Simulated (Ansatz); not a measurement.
# H2 on NbN (111)

The task, for NbN: adsorb H2 from several starts and take the binding apart.

Program: Ansatz 0.2.0. Level of theory: DFT PBE+D3(BJ), scalar-relativistic, plane waves, PAW. These are calculated values, not measurements.

3 further runs of the same task are left out: 3 set aside as unsound or not needed.

**1. The starting structure**

The structure is trigonal, space group P3m1 (No. 156). Conventional cell: a = 3.101 Å, b = 3.101 Å, c = 22.329 Å, α = 90.00°, β = 90.00°, γ = 120.00°. Around Nb (site symmetry 3m) lie 3 N at 2.19 Å. N (site symmetry 3m) has 6 Nb at 2.19 Å as nearest neighbours. Nb (site symmetry 3m) is surrounded by 6 N at 2.19 Å. N (site symmetry 3m) is surrounded by 6 Nb at 2.19 to 2.28 Å. Around Nb (site symmetry 3m) lie 6 N at 2.01 to 2.28 Å. Around N (site symmetry 3m) lie 3 Nb at 2.01 Å.

As a file:

```cif
data_structure
_symmetry_space_group_name_H-M 'P 1'
_symmetry_Int_Tables_number 1
_cell_length_a 6.2012
_cell_length_b 6.2012
_cell_length_c 22.3290
_cell_angle_alpha 90.000
_cell_angle_beta 90.000
_cell_angle_gamma 120.000
_cell_volume 743.61
loop_
_atom_site_label
_atom_site_type_symbol
_atom_site_fract_x
_atom_site_fract_y
_atom_site_fract_z
_atom_site_occupancy
Nb1 Nb 0.16667 0.33333 0.35828 1
Nb2 Nb 0.16667 0.83333 0.35828 1
Nb3 Nb 0.66667 0.33333 0.35828 1
Nb4 Nb 0.66667 0.83333 0.35828 1
N1 N 0.33333 0.16667 0.41497 1
N2 N 0.33333 0.66667 0.41497 1
N3 N 0.83333 0.16667 0.41497 1
N4 N 0.83333 0.66667 0.41497 1
Nb5 Nb 0.50000 0.50000 0.47166 1
Nb6 Nb 0.50000 0.00000 0.47166 1
Nb7 Nb 0.00000 0.50000 0.47166 1
Nb8 Nb 0.00000 0.00000 0.47166 1
N5 N 0.66667 0.33333 0.52787 1
N6 N 0.66667 0.83333 0.52787 1
N7 N 0.16667 0.33333 0.52787 1
N8 N 0.16667 0.83333 0.52787 1
Nb9 Nb 0.83333 0.66667 0.59105 1
Nb10 Nb 0.83333 0.16667 0.59105 1
Nb11 Nb 0.33333 0.66667 0.59105 1
Nb12 Nb 0.33333 0.16667 0.59105 1
N9 N 0.00000 0.50000 0.63171 1
N10 N 0.00000 0.00000 0.63171 1
N11 N 0.50000 0.50000 0.63171 1
N12 N 0.50000 0.00000 0.63171 1
```

Planes are indexed in the bulk's conventional cell (Fm-3m (No. 225)), a = 4.385 Å, b = 4.385 Å, c = 4.385 Å, α = 90.00°, β = 90.00°, γ = 90.00°.

It is a (111) slab, 6.3 Å thick as cut, with 16 Å of vacuum, in a 2×2 surface cell; its outer planes are N (top) and Nb (bottom). An earlier relaxation, lower half held, gave -59257.1880 eV, work function 5.66 eV (top face), 4.81 eV (bottom face), dipole along +c -0.157 e·Å per cell.

**2. H2, tilted, over a bridge (Nb-Nb) site**

Input file input.yaml:

```yaml
crystal:
  lattice:
    - [6.2011598392, 0.0, 0.0]
    - [-3.1005799196, 5.3703619537, 0.0]
    - [0.0, 0.0, 24.4732322582]
  atoms:
    - { symbol: Nb, position: [0.1666666667, 0.3333333333, 0.326887757] }
    - { symbol: Nb, position: [0.1666666667, 0.8333333333, 0.326887757] }
    - { symbol: Nb, position: [0.6666666667, 0.3333333333, 0.326887757] }
    - { symbol: Nb, position: [0.6666666667, 0.8333333333, 0.326887757] }
    - { symbol: "N", position: [0.3333333333, 0.1666666667, 0.378609836] }
    - { symbol: "N", position: [0.3333333333, 0.6666666667, 0.378609836] }
    - { symbol: "N", position: [0.8333333333, 0.1666666667, 0.378609836] }
    - { symbol: "N", position: [0.8333333333, 0.6666666667, 0.378609836] }
    - { symbol: Nb, position: [0.5, 0.5, 0.430331915] }
    - { symbol: Nb, position: [0.5, 0.0, 0.430331915] }
    - { symbol: Nb, position: [0.0, 0.5, 0.430331915] }
    - { symbol: Nb, position: [0.0, 0.0, 0.430331915] }
    - { symbol: "N", position: [0.6666666667, 0.3333333333, 0.4816251606] }
    - { symbol: "N", position: [0.6666666667, 0.8333333333, 0.4816251606] }
    - { symbol: "N", position: [0.1666666667, 0.3333333333, 0.4816251606] }
    - { symbol: "N", position: [0.1666666667, 0.8333333333, 0.4816251606] }
    - { symbol: Nb, position: [0.8333333333, 0.6666666667, 0.5392663876] }
    - { symbol: Nb, position: [0.8333333333, 0.1666666667, 0.5392663876] }
    - { symbol: Nb, position: [0.3333333333, 0.6666666667, 0.5392663876] }
    - { symbol: Nb, position: [0.3333333333, 0.1666666667, 0.5392663876] }
    - { symbol: "N", position: [0.0, 0.5, 0.5763675169] }
    - { symbol: "N", position: [0.0, 0.0, 0.5763675169] }
    - { symbol: "N", position: [0.5, 0.5, 0.5763675169] }
    - { symbol: "N", position: [0.5, 0.0, 0.5763675169] }
    - { symbol: H, position: [0.2184401842, 0.9642899814, 0.6803259958] }
    - { symbol: H, position: [0.0833333333, 0.9166666667, 0.674433844] }
basis:
  ecutwfc: 420
kpoints:
  mp_grid: { grid: [4, 4, 1] }
hamiltonian:
  xc: pbe
  dispersion: d3bj
scf:
  occupations: { method: gaussian, width: 0.1 }
output:
  forces: true
  eigenvalues: true
  write_density: true
  write_potential: true
  elf: true
  volumetric_format: npy
relax:
  adjacent_minimum: "off"
  f_tol: 0.04
  max_steps: 100
  constraints: [{ sites: [0, 1, 2, 3, 4, 5, 6, 7, 8, 9, 10, 11] }]
efield:
  axis: 3
  dipole_correction: true
  ramp_width: 0.04
```

On the command line:

```console
$ ansatz run input.yaml --threads 4 --pin off --max-ram 10240MiB --backend cpu --events-out ev --progress --plain --runs-dir out
```

The session goes on with these runs: H2, flat, over a bridge (Nb-Nb) site; the lowest end once more, with its density; the slab alone, frozen as in the lowest end; the molecules alone, frozen as adsorbed.

Before running it: what results should come out? Wanted: H2: lowest end; interaction of the frozen parts; electrons moved above the midplane.

As calculated:

| quantity | value |
| --- | --- |
| H2: lowest end | E_ads -0.38 eV, flat start over bridge Nb-Nb |
| interaction of the frozen parts | -0.08 eV a cell |
| cost of deforming the slab | -0.30 eV |
| cost of deforming and crowding the molecules | 0.00 eV |
| electrons moved above the midplane | 0.000 |

**Reading.** H2 binds with 0.38 eV a molecule at best, which is physisorption. In all 0.01 electrons are rearranged, and 0.00 cross the midplane towards the molecule.
